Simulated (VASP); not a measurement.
# Ga3Se (Pm-3m) in VASP: further runs

The runs below take Ga3Se through single point, with PBE.

Everything below comes from runs of VASP 6.6.1. Logs are shortened: lines on timing, memory, paths and dates and some standing lists are left out, and cuts for length are marked.

### Step 1. Starting point

Symmetry: Pm-3m, No. 221, cubic system. The conventional cell has a = 4.432 Å, b = 4.432 Å, c = 4.432 Å, α = 90.00°, β = 90.00°, γ = 90.00°. Around Se (site symmetry m-3m) lie 12 Ga at 3.13 Å. Around Ga (site symmetry 4/mmm) lie 4 Se at 3.13 Å and 8 Ga at 3.13 Å.

The cell comes from a database or a generator and needn't be the stable form of this composition.

### Step 2. Single point, PBE

Input file INCAR:

```
SYSTEM = Ga3Se
PREC = Accurate ; ENCUT = 500
EDIFF = 1E-6 ; ISMEAR = 0
SIGMA = 0.02 ; LREAL = .False.
LASPH = .True. ; NELM = 60
ALGO = Fast ; ISIF = 2
LWAVE = .False. ; LCHARG = .False.
GGA = PE
```

Input file KPOINTS:

```
Automatic mesh
0
Gamma
  3 3 3
  0 0 0
```

Input file POSCAR:

```
Ga3Se
1.0
    4.4324650000      0.0000000000      0.0000000000
    0.0000000000      4.4324650000      0.0000000000
    0.0000000000      0.0000000000      4.4324650000
Se Ga
1 3
Direct
    0.0000000000      0.0000000000      0.0000000000
    0.5000000000      0.5000000000      0.0000000000
    0.5000000000      0.0000000000      0.5000000000
    0.0000000000      0.5000000000      0.5000000000
```

Potentials or basis: VASP PAW PBE potentials, release 64 (Se_GW, Ga_d_GW).

Command:

```
cat potpaw_PBE.64/Se_GW/POTCAR potpaw_PBE.64/Ga_d_GW/POTCAR > POTCAR
mpirun -np 1 vasp_std > vasp.out
```

OUTCAR:

```text
SYSTEM = Ga3Se
   PREC = Accurate
   ENCUT = 500
   EDIFF = 1E-6
   ISMEAR = 0
   LREAL = .False.
   LASPH = .True.
   NELM = 60
   ISIF = 2
   GGA = PE

 ion  position               nearest neighbor table
   1  0.000  0.000  0.000-
   2  0.500  0.500  0.000-
   3  0.500  0.000  0.500-
   4  0.000  0.500  0.500-

  LATTYP: Found a simple cubic cell.
 ALAT       =     4.4324650000

  Lattice vectors:

 A1 = (   4.4324650000,   0.0000000000,   0.0000000000)
 A2 = (   0.0000000000,   4.4324650000,   0.0000000000)
 A3 = (   0.0000000000,   0.0000000000,   4.4324650000)

Analysis of symmetry for initial positions (statically):
=====================================================================
 Subroutine PRICEL returns:
 Original cell was already a primitive cell.

 Routine SETGRP: Setting up the symmetry group for a
 simple cubic supercell.

 Subroutine GETGRP returns: Found 48 space group operations
 (whereof 48 operations were pure point group operations)
 out of a pool of 48 trial point group operations.

The static configuration has the point symmetry O_h .

Analysis of symmetry for dynamics (positions and initial velocities):
=====================================================================
 Subroutine PRICEL returns:
 Original cell was already a primitive cell.

 Routine SETGRP: Setting up the symmetry group for a
 simple cubic supercell.

 Subroutine GETGRP returns: Found 48 space group operations
 (whereof 48 operations were pure point group operations)
 out of a pool of 48 trial point group operations.

The dynamic configuration has the point symmetry O_h .

 Subroutine INISYM returns: Found 48 space group operations
 (whereof 48 operations are pure point group operations),
 and found     1 'primitive' translations

----------------------------------------------------------------------------------------

                                     Primitive cell

  volume of cell :      87.0835

  direct lattice vectors                    reciprocal lattice vectors
     4.432465000  0.000000000  0.000000000     0.225608098  0.000000000  0.000000000
     0.000000000  4.432465000  0.000000000     0.000000000  0.225608098  0.000000000
     0.000000000  0.000000000  4.432465000     0.000000000  0.000000000  0.225608098

  length of vectors
     4.432465000  4.432465000  4.432465000     0.225608098  0.225608098  0.225608098

  position of ions in fractional coordinates (direct lattice)
     0.000000000  0.000000000  0.000000000
     0.500000000  0.500000000  0.000000000
     0.500000000  0.000000000  0.500000000
     0.000000000  0.500000000  0.500000000

  ion indices of the primitive-cell ions
   primitive index   ion index
                 1           1
                 2           2
                 3           3
                 4           4

----------------------------------------------------------------------------------------

 KPOINTS: Automatic mesh

Automatic generation of k-mesh.
 Grid dimensions read from file:
 generate k-points for:    3    3    3

 Generating k-lattice:

  Cartesian coordinates                     Fractional coordinates (reciprocal lattice)
     0.075202699  0.000000000  0.000000000     0.333333333  0.000000000  0.000000000
     0.000000000  0.075202699  0.000000000     0.000000000  0.333333333  0.000000000
     0.000000000  0.000000000  0.075202699     0.000000000  0.000000000  0.333333333

  Length of vectors
     0.075202699  0.075202699  0.075202699

  Shift w.r.t. Gamma in fractional coordinates (k-lattice)
     0.000000000  0.000000000  0.000000000

 Subroutine IBZKPT returns following result:
 ===========================================

 Found      4 irreducible k-points:

 Following reciprocal coordinates:
            Coordinates               Weight
  0.000000  0.000000  0.000000      1.000000
  0.333333  0.000000  0.000000      6.000000
  0.333333  0.333333  0.000000     12.000000
  0.333333  0.333333  0.333333      8.000000
   k-points           NKPTS =      4   k-points in BZ     NKDIM =      4   number of bands    NBANDS=     27
   number of dos      NEDOS =    301   number of ions     NIONS =      4
   total plane-waves  NPLWV =  32768
   dimension x,y,z NGX =    32 NGY =   32 NGZ =   32
   dimension x,y,z NGXF=    64 NGYF=   64 NGZF=   64
   ions per type =               1   3
   NGX,Y,Z   is equivalent  to a cutoff of  12.00, 12.00, 12.00 a.u.
   NGXF,Y,Z  is equivalent  to a cutoff of  24.00, 24.00, 24.00 a.u.
 SYSTEM =  Ga3Se
   PREC   = accura    normal or accurate (medium, high low for compatibility)
   ISTART =      0    job   : 0-new  1-cont  2-samecut
   ICHARG =      2    charge: 1-file 2-atom 10-const
   ISPIN  =      1    spin polarized calculation?
   LNONCOLLINEAR =      F non collinear calculations
   LSORBIT =      F    spin-orbit coupling
   LASPH  =      T    aspherical Exc in radial PAW
   ENCUT  =  500.0 eV  36.75 Ry    6.06 a.u.   8.08  8.08  8.08*2*pi/ulx,y,z
   NELM   =     60;   NELMIN=  2; NELMDL= -5     # of ELM steps
   EDIFF  = 0.1E-05   stopping-criterion for ELM
   LREAL  =      F    real-space projection
   EDIFFG = 0.1E-04   stopping-criterion for IOM
   NSW    =      0    number of steps for IOM
   IBRION =     -1    ionic relax: 0-MD 1-quasi-New 2-CG
   NFREE  =      0    steps in history (QN), initial steepest desc. (CG)
   ISIF   =      2    stress and relaxation
   ISYM   =      2    0-nonsym 1-usesym 2-fastsym
   POTIM  = 0.5000    time-step for ionic-motion
   TEBEG  =    0.0;   TEEND  =   0.0 temperature during run
   PSTRESS=    0.0 pullay stress
   NELECT =      45.0000    total number of electrons
   NUPDOWN=      -1.0000    fix difference up-down
   EMIN   =  10.00;   EMAX   =-10.00  energy-range for DOS
   EFERMI =   0.00;   METHOD = LEGACY
   ISMEAR =     0;   SIGMA  =   0.02  broadening in eV -4-tet -1-fermi 0-gaus
   EFERMI_NEDOS =   21; number of points for ismear=-14 and -15
   IALGO  =     68    algorithm
   IMIX   =      4    mixing-type and parameters
     AMIX     =   0.40;   BMIX     =  1.00
     AMIX_MAG =   1.60;   BMIX_MAG =  1.00
  volume/ion in A,a.u.               =      21.77       146.92
  Fermi-wavevector in a.u.,A,eV,Ry     =   1.313713  2.482557 23.481488  1.725841
  Thomas-Fermi vector in A             =   2.444016
   LORBIT       =      0    0 simple, 1 ext, 2 COOP (PROOUT), +10 PAW based schemes
   GGA     = PE    functional components
   LHFCALC =     F    Hartree Fock is set to
   AEXX    =    0.0000 exact exchange contribution
   IVDW    =     0    specifies the selected vdW correction
   LEPSILON=     F    determine dielectric tensor
   LRPA    =     F    only Hartree local field effects (RPA)
 non-spin polarized calculation
 RMM-DIIS sequential band-by-band and
 Gauss-broadening in eV      SIGMA  =   0.02
  energy-cutoff  :      500.00
  volume of cell :       87.08
 maximum number of plane-waves:      2223
   NGX = 17   NGY = 17   NGZ = 17

 number of electron      44.9999961 magnetization

 Free energy of the ion-electron system (eV)
  ---------------------------------------------------
  ext. energy  EPLUGINS =         0.00000000
  ---------------------------------------------------
  free energy    TOTEN  =       -12.09380180 eV

  energy without entropy =      -12.08881416  energy(sigma->0) =      -12.09130798

 E-fermi :   4.8126     XC(G=0): -10.3998

 val. band max:        3.8396243710   @ k =   0.3333   0.3333   0.0000
 cond. band min:       4.8140838529   @ k =   0.3333   0.0000   0.0000
 fundamental gap:      0.9744594819
 Fermi energy:         4.8126045878

 k-point     1 :       0.0000    0.0000    0.0000
  band No.  band energies     occupation
      1     -10.5719      2.00000
      2     -10.5570      2.00000
      3     -10.5570      2.00000
      4     -10.5570      2.00000
      5     -10.5122      2.00000
      6     -10.5122      2.00000
[... 19 lines left out ...]
     26       8.9007      0.00000
     27       8.9018      0.00000

 k-point     2 :       0.3333    0.0000    0.0000
  band No.  band energies     occupation
      1     -10.5470      2.00000
      2     -10.5186      2.00000
      3     -10.5080      2.00000
      4     -10.5080      2.00000
      5     -10.5028      2.00000
      6     -10.4789      2.00000
[... 19 lines left out ...]
     26       6.5659      0.00000
     27       8.4120      0.00000

 k-point     3 :       0.3333    0.3333    0.0000
  band No.  band energies     occupation
      1     -10.5189      2.00000
      2     -10.5127      2.00000
      3     -10.4922      2.00000
      4     -10.4825      2.00000
      5     -10.4794      2.00000
      6     -10.4760      2.00000
[... 19 lines left out ...]
     26       6.5819      0.00000
     27       8.6359      0.00000

 k-point     4 :       0.3333    0.3333    0.3333
  band No.  band energies     occupation
      1     -10.5725      2.00000
      2     -10.5103      2.00000
      3     -10.5062      2.00000
      4     -10.5062      2.00000
      5     -10.4699      2.00000
      6     -10.4699      2.00000
[... 19 lines left out ...]
     26       7.7380      0.00000
     27       9.8267      0.00000

------------------------ aborting loop because EDIFF is reached ----------------------------------------

  FORCE on cell =-STRESS in cart. coord.  units (eV):
  Direction    XX          YY          ZZ          XY          YZ          ZX
  --------------------------------------------------------------------------------------
  -------------------------------------------------------------------------------------
  Total       -0.2117669     -0.2117669     -0.2117669      0.0000000     -0.0000000     -0.0000000
  in kB       -3.8961238     -3.8961238     -3.8961238      0.0000000     -0.0000000     -0.0000000
  external PRESSURE =      -3.8961238 kB  Pullay stress =       0.0000000 kB

 VOLUME and BASIS-vectors are now :
 -----------------------------------------------------------------------------
  energy-cutoff  :      500.00
  volume of cell :       87.08
      direct lattice vectors                 reciprocal lattice vectors
     4.432465000  0.000000000  0.000000000     0.225608098  0.000000000  0.000000000
     0.000000000  4.432465000  0.000000000     0.000000000  0.225608098  0.000000000
     0.000000000  0.000000000  4.432465000     0.000000000  0.000000000  0.225608098

 POSITION                                       TOTAL-FORCE (eV/Angst)
 -----------------------------------------------------------------------------------
      0.00000      0.00000      0.00000         0.000000      0.000000      0.000000
      2.21623      2.21623      0.00000         0.000000      0.000000      0.000000
      2.21623      0.00000      2.21623         0.000000      0.000000      0.000000
      0.00000      2.21623      2.21623         0.000000      0.000000      0.000000
 -----------------------------------------------------------------------------------
    total drift:                                0.000000     -0.000000     -0.000000

  FREE ENERGIE OF THE ION-ELECTRON SYSTEM (eV)
  ---------------------------------------------------
  free  energy   TOTEN  =       -12.0938018013 eV

  energy  without entropy=      -12.0888141604  energy(sigma->0) =      -12.09130798
```

Wall time 22 s (1 thread of Intel Xeon Platinum 8488C (Sapphire Rapids), shared host); peak memory 0.17 GiB.

Results:

```yaml
Free_energy: -12.0938 eV
Pressure: -0.4 GPa
Band_gap_on_the_k_mesh: none (metal or under the smearing width)
```

Levels at points of the mesh, in eV from the Fermi level:
```csv
k point,band 20,band 21,band 22,band 23,band 24,band 25
"(0.00, 0.00, 0.00)",-4.01,-3.16,-3.16,1.31,1.31,1.31
```

Caveat: the k mesh is coarse (spacing up to 0.47 Å⁻¹), so the values aren't converged; the cutoff is under 1.25 times the usual one of these potentials, so pressure, stress and relaxed cells hold a basis-set (Pulay) error.

### Step 3. Single point, PBE

Input file INCAR:

```
PREC = Accurate ; ENCUT = 500
EDIFF = 1E-7 ; ISMEAR = 0
SIGMA = 0.02 ; LREAL = F
LASPH = T ; NELM = 80
ALGO = Normal ; ISIF = 2
LWAVE = F ; LCHARG = T
GGA = PE ; LELF = T
LVHAR = T ; NBANDS = 30
```

Input file KPOINTS:

```
regular mesh
0
Gamma
  3 3 3
```

POSCAR is that of step 2.

Potentials or basis: VASP PAW PBE potentials, release 64 (Se_GW, Ga_d_GW).

Command:

```
cat potpaw_PBE.64/Se_GW/POTCAR potpaw_PBE.64/Ga_d_GW/POTCAR > POTCAR
mpirun -np 1 vasp_std > vasp.out
```

OUTCAR:

```text
PREC = Accurate
   ENCUT = 500
   EDIFF = 1E-7
   ISMEAR = 0
   LREAL = F
   LASPH = T
   NELM = 80
   ISIF = 2
   GGA = PE

 ion  position               nearest neighbor table
   1  0.000  0.000  0.000-
   2  0.500  0.500  0.000-
   3  0.500  0.000  0.500-
   4  0.000  0.500  0.500-

  LATTYP: Found a simple cubic cell.
[... 306 lines left out ...]

  FORCE on cell =-STRESS in cart. coord.  units (eV):
  Direction    XX          YY          ZZ          XY          YZ          ZX
  --------------------------------------------------------------------------------------
  -------------------------------------------------------------------------------------
  Total       -0.2647421     -0.2647421     -0.2647421     -0.0000000      0.0000000     -0.0000000
  in kB       -4.8707702     -4.8707702     -4.8707702     -0.0000000      0.0000000     -0.0000000
  external PRESSURE =      -4.8707702 kB  Pullay stress =       0.0000000 kB

 VOLUME and BASIS-vectors are now :
 -----------------------------------------------------------------------------
  energy-cutoff  :      500.00
  volume of cell :       87.08
      direct lattice vectors                 reciprocal lattice vectors
     4.432465000  0.000000000  0.000000000     0.225608098  0.000000000  0.000000000
     0.000000000  4.432465000  0.000000000     0.000000000  0.225608098  0.000000000
     0.000000000  0.000000000  4.432465000     0.000000000  0.000000000  0.225608098

 POSITION                                       TOTAL-FORCE (eV/Angst)
 -----------------------------------------------------------------------------------
      0.00000      0.00000      0.00000         0.000000      0.000000      0.000000
      2.21623      2.21623      0.00000         0.000000      0.000000      0.000000
      2.21623      0.00000      2.21623         0.000000      0.000000      0.000000
      0.00000      2.21623      2.21623         0.000000      0.000000      0.000000
 -----------------------------------------------------------------------------------
    total drift:                                0.000000     -0.000000     -0.000000

  FREE ENERGIE OF THE ION-ELECTRON SYSTEM (eV)
  ---------------------------------------------------
  free  energy   TOTEN  =       -12.0938029809 eV

  energy  without entropy=      -12.0888153400  energy(sigma->0) =      -12.09130916
```

OSZICAR:

```text
N       E                     dE             d eps       ncg     rms          rms(c)
DAV:   1     0.467370497695E+03    0.46737E+03   -0.22548E+04   240   0.211E+03
DAV:   2     0.430524647624E+02   -0.42432E+03   -0.41548E+03   252   0.520E+02
DAV:   3    -0.101814763936E+02   -0.53234E+02   -0.51894E+02   328   0.212E+02
DAV:   4    -0.121984605843E+02   -0.20170E+01   -0.20094E+01   286   0.464E+01
DAV:   5    -0.122753051021E+02   -0.76845E-01   -0.76813E-01   356   0.955E+00    0.374E+00
DAV:   6    -0.121017813792E+02    0.17352E+00   -0.50453E-01   346   0.860E+00    0.223E+00
DAV:   7    -0.120958104849E+02    0.59709E-02   -0.77970E-02   272   0.170E+00    0.114E+00
DAV:   8    -0.120938387225E+02    0.19718E-02   -0.12134E-02   338   0.118E+00    0.592E-02
DAV:   9    -0.120937684234E+02    0.70299E-04   -0.16242E-03   314   0.498E-01    0.230E-02
DAV:  10    -0.120937987531E+02   -0.30330E-04   -0.15893E-04   336   0.148E-01    0.115E-02
DAV:  11    -0.120938030590E+02   -0.43059E-05   -0.13957E-05   372   0.404E-02    0.177E-03
DAV:  12    -0.120938029809E+02    0.78151E-07   -0.98247E-07   298   0.102E-02
   1 F= -.12093803E+02 E0= -.12091309E+02  d E =-.498764E-02
```

Run time: 8.3 s. Hardware: 1 thread of Intel Xeon Platinum 8488C (Sapphire Rapids), shared host; peak memory 0.17 GiB.

Results:

- Free energy: -12.0938 eV
- Pressure: -0.5 GPa
- Band gap on the k mesh: none (metal or under the smearing width)

Caveat: the k mesh is coarse (spacing up to 0.47 Å⁻¹), so the values aren't converged; the cutoff is under 1.25 times the usual one of these potentials, so pressure, stress and relaxed cells hold a basis-set (Pulay) error.
